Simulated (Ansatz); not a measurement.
Runs of Ansatz 0.2.0 on NiSb (Breithauptite). The structure is hexagonal, space group P6_3/mmc (No. 194). The conventional cell has a = 3.928 Å, b = 3.928 Å, c = 5.120 Å, α = 90.00°, β = 90.00°, γ = 120.00°. Sb (site symmetry -6m2) is surrounded by 6 Ni at 2.60 Å. Ni (site symmetry -3m) has 2 Ni at 2.56 Å and 6 Sb at 2.60 Å as nearest neighbours. 

| level | U | hubbard projectors | double counting | gap on the mesh (eV) | pressure (GPa) | moment (μB) |
| --- | --- | --- | --- | --- | --- | --- |
| r2SCAN+U | Ni d U = 3 eV | ortho-atomic (the default) | fll (the default) | none | -0.5 | 0.00 |
| r2SCAN | - | - | - | none | (b) | 0.00 |
| r2SCAN+U | Ni d U = 2 eV | ortho-atomic (the default) | fll (the default) | none | (a) | 0.00 |
| r2SCAN+U | Ni d U = 8 eV | ortho-atomic (the default) | fll (the default) | none | -1.0 | 0.00 |
| r2SCAN+U | Ni d U = 5 eV | ortho-atomic (the default) | fll (the default) | none | (c) | 0.00 |
| r2SCAN+U | Ni d U = 1 eV | ortho-atomic (the default) | fll (the default) | none | -0.1 | 0.00 |
| r2SCAN+U | Ni d U = 6 eV | ortho-atomic (the default) | fll (the default) | none | -0.9 | 0.00 |
| r2SCAN+U | Ni d U = 4 eV | ortho-atomic (the default) | fll (the default) | none | -0.6 | 0.00 |

Alike in all rows: task band structure; potentials or basis Ansatz PAW; spin collinear, ferromagnetic start; cell as given; k mesh 8 × 8 × 5; cutoff (eV) 500; smearing fermi-dirac 0.05 eV.

Task: Estimate the missing entries.

Result: (a) -0.3; (b) 0.1; (c) -0.8.

Caveats: the magnetic or orbital state may not be the lowest; spin-orbit coupling is left out, which moves the levels of the heavy elements; the PAW data sets come from PBE, with cores solved anew for the run's functional, which leaves a small shift of forces and pressure; the starting moments weren't kept; the U is typed as a test and isn't derived for this compound (some runs).

A k mesh can miss the band edges, and the runs leave out spin-orbit coupling on Sb.

A gap of «none» marks a metal or a gap under the smearing width.
